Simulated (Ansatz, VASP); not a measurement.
**SnO: VASP beside Ansatz**

The input INCAR:

```
SYSTEM = SnO
ALGO = Normal
EDIFF = 1E-6
ENCUT = 520
GGA = CA
ISIF = 2
ISMEAR = -1
LASPH = .True.
LCHARG = .False.
LREAL = .False.
LWAVE = .False.
NBANDS = 28
NELM = 80
PREC = Accurate
SIGMA = 0.02
```

The input KPOINTS:

```
k-points
0
Gamma
  6 6 5
  0 0 0
```

POSCAR

```
SnO
1.0
    3.8020000000      0.0000000000      0.0000000000
    0.0000000000      3.8020000000      0.0000000000
    0.0000000000      0.0000000000      4.8360000000
Sn O
2 2
Direct
    0.0000000000      0.5000000000      0.2385000000
    0.5000000000      0.0000000000      0.7615000000
    0.0000000000      0.0000000000      0.0000000000
    0.5000000000      0.5000000000      0.0000000000
```

Input for Ansatz:

```yaml
crystal:
  lattice:
    - [3.802, 0.0, 0.0]
    - [0.0, 3.802, 0.0]
    - [0.0, 0.0, 4.836]
  atoms:
    - { symbol: Sn, position: [0.0, 0.5, 0.2385] }
    - { symbol: Sn, position: [0.5, 0.0, 0.7615] }
    - { symbol: O, position: [0.0, 0.0, 0.0] }
    - { symbol: O, position: [0.5, 0.5, 0.0] }
kpoints:
  mp_grid: { grid: [6, 6, 5] }
  band_path:
    path:
      - [0.0, 0.0, 0.0]
      - [0.0, 0.5, 0.0]
      - [0.5, 0.5, 0.0]
      - [0.0, 0.0, 0.0]
      - [0.0, 0.0, 0.5]
      - [0.0, 0.5, 0.5]
      - [0.5, 0.5, 0.5]
      - [0.0, 0.0, 0.5]
      - [0.0, 0.5, 0.0]
    npoints: 14
scf:
  occupations: { method: fermi_dirac, width: 0.02 }
hamiltonian:
  xc: lda
  pseudopotentials: { kind: all_electron, lapw: { basis_error: 0.0005 } }
output:
  forces: true
  stress: true
  eigenvalues: true
  fatbands: true
  populations: true
  dos: { projected: true, de: 0.2, e_range: [-14, 8] }
```

Alike in both runs: task single point; functional LDA; k mesh 6 × 6 × 5; occupations fermi-dirac, width 0.02 eV; no spin polarisation.

|  | VASP | Ansatz |
| --- | --- | --- |
| version | VASP 6.6.1 | Ansatz 0.2.0 |
| potentials or method | VASP PAW LDA potentials, release 64 (Sn_d, O) | all-electron LAPW, scalar-relativistic |
| plane-wave cutoff (eV) | 520 | see its input |

|  | VASP | Ansatz | Ansatz less VASP |
| --- | --- | --- | --- |
| pressure (GPa) | -2.5 | -2.9 | -0.31 |
| largest component of the traceless stress (GPa) | 0.11 | 0.10 | -0.009 |
| rms of the force components (eV/Å) | 0.062 | 0.106 | +0.0443 |

Atom by atom the forces differ by 0.044 eV/Å (rms over components). Ansatz ran all-electron here, so the differences hold the error of VASP's frozen core and of both bases.

Caveats: spin-orbit coupling is left out, which moves the levels of the heavy elements; an odd mesh through Γ misses points on the zone boundary, where band edges often lie.
